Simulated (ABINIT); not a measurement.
Crystal: ZrN.

```
Zr N
1.0
     0.00000    2.30000    2.30000
     2.30000    0.00000    2.30000
     2.30000    2.30000    0.00000
Zr N
1 1
Direct
  0.50000 0.50000 0.50000
  0.00000 0.00000 0.00000
```

Program: ABINIT 10.8.3 (patched build). Alike in all runs: no spin polarisation; cell as given; smearing fermi-dirac 0.05 eV.

Order these runs on this cell by their pressure, lowest first.
A. level PBEsol; potentials or basis PseudoDojo NC SR PBEsol v0.4 stringent; k mesh 10 × 10 × 10; cutoff (eV) 1143
B. level r2SCAN; potentials or basis JTH PAW PBE v2.0; k mesh 13 × 13 × 13; cutoff (eV) 816; fine-grid cutoff 1414.99 eV
C. level LDA; potentials or basis PseudoDojo NC SR LDA v0.4.1 standard; k mesh 10 × 10 × 10; cutoff (eV) 1143

C (-12.4 GPa), A (-7.6 GPa), B (-0.2 GPa).

Caveats: the PAW data sets were made with another functional, which shifts forces and pressure a little (some runs).
